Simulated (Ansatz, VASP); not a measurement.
**Two plane-wave programs on GaN**

File POSCAR:

```
GaN
1.0
    3.1884934950      0.0000000000      0.0000000000
   -1.5942467475      2.8579138548      0.0000000000
    0.0000000000      0.0000000000      4.7558752377
Ga N
2 2
Direct
    0.3347358203      0.6694716406      0.2500000000
    0.6652641797      0.3305283594      0.7500000000
    0.6631285464      0.3262570928      0.2500000000
    0.3368714536      0.6737429072      0.7500000000
```

File INCAR.step1:

```
SYSTEM = GaN
  PREC = Accurate
  ENCUT = 520
  ISMEAR = 0
  SIGMA = 0.01
  LREAL = .FALSE.
  LASPH = .TRUE.
  NELM = 100
  NBANDS = 26
  GGA = PE
  ALGO = Normal
  EDIFF = 1E-4
  LWAVE = .TRUE.
  LCHARG = .FALSE.
```

Contents of INCAR.step2:

```
SYSTEM = GaN
  PREC = Accurate
  ENCUT = 520
  EDIFF = 1E-6
  ISMEAR = 0
  SIGMA = 0.01
  LREAL = .FALSE.
  LASPH = .TRUE.
  NELM = 100
  ALGO = Normal
  ISIF = 2
  LWAVE = .FALSE.
  LCHARG = .FALSE.
  METAGGA = R2SCAN
  LMIXTAU = .TRUE.
  NBANDS = 26
  ISTART = 1
```

KPOINTS

```
Automatic mesh
0
G
  12 12 6
  0 0 0
```

Input for Ansatz:

```yaml
crystal:
  lattice:
    - [3.188493495, 0.0, 0.0]
    - [-1.5942467475, 2.8579138548, 0.0]
    - [0.0, 0.0, 4.7558752377]
  atoms:
    - { symbol: Ga, position: [0.3347358203, 0.6694716406, 0.25] }
    - { symbol: Ga, position: [0.6652641797, 0.3305283594, 0.75] }
    - { symbol: "N", position: [0.6631285464, 0.3262570928, 0.25] }
    - { symbol: "N", position: [0.3368714536, 0.6737429072, 0.75] }
kpoints:
  mp_grid: { grid: [12, 12, 6] }
  band_path:
    path:
      - [0.0, 0.0, 0.0]
      - [0.5, 0.0, 0.0]
      - [0.3333333333, 0.3333333333, 0.0]
      - [0.0, 0.0, 0.5]
      - [0.5, 0.0, 0.5]
      - [0.3333333333, 0.3333333333, 0.5]
    npoints: 1
hamiltonian:
  xc: r2scan
scf:
  occupations: { method: fixed }
  n_extra_bands: 5
output:
  forces: true
  stress: true
  eigenvalues: true
```

Change from the starting cell: uniaxial_x strain -3.4%.

Alike in both runs: task single point; functional r2SCAN; k mesh 12 × 12 × 6; no spin polarisation.

```csv
,VASP,Ansatz
version,VASP 6.6.1,Ansatz 0.2.0
potentials or method,"VASP PAW PBE potentials, release 64 (Ga_d, N)","plane waves, PAW"
plane-wave cutoff (eV),520,500
occupations,"gaussian, width 0.01 eV",fixed
valence electrons in the cell,36,36
```

```csv
,VASP,Ansatz,Ansatz less VASP
gap on the k mesh at the Fermi level (eV),2.21,2.20,-0.008
pressure (GPa),10.0,8.8,-1.12
largest component of the traceless stress (GPa),6.81,6.24,-0.569
rms of the force components (eV/Å),0.013,0.001,-0.0120
```

Atom by atom the forces differ by 0.012 eV/Å (rms over components).

Caveats: the PAW data sets were made with another functional, which shifts forces and pressure a little (VASP).
